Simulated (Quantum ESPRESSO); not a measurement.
The system is Ti.

```
Ti
1.0
    -1.64100    1.64100    1.64100
     1.64100   -1.64100    1.64100
     1.64100    1.64100   -1.64100
Ti
1
Direct
  0.00000 0.00000 0.00000
```

This isn't the form of Ti at room conditions, which is hcp.

Base run:

- Program: Quantum ESPRESSO 7.5
- Functional: AM05
- Potentials or basis: PseudoDojo 0.4.1 SR PBE standard
- Cutoff: 1143 eV
- Density cutoff: 4572 eV
- k mesh: 11 × 11 × 11
- Occupations: fermi-dirac, width 0.05 eV
- Spin: no spin polarisation

Its results: band gap on the k mesh none (metal or under the smearing width); pressure -6.2 GPa.

Problem. The run is repeated on the same cell with these changes: functional from AM05 to PBE; potentials or basis from PseudoDojo 0.4.1 SR PBE standard to Ansatz NC SR PBE; cutoff from 1143 eV to 1156 eV; density cutoff from 4572 eV to 4626 eV. What comes out?

Solution. Band gap on the k mesh none (metal or under the smearing width); pressure -2.5 GPa.

Caveats: the potentials were made for another functional, which shifts forces and pressure (some runs).
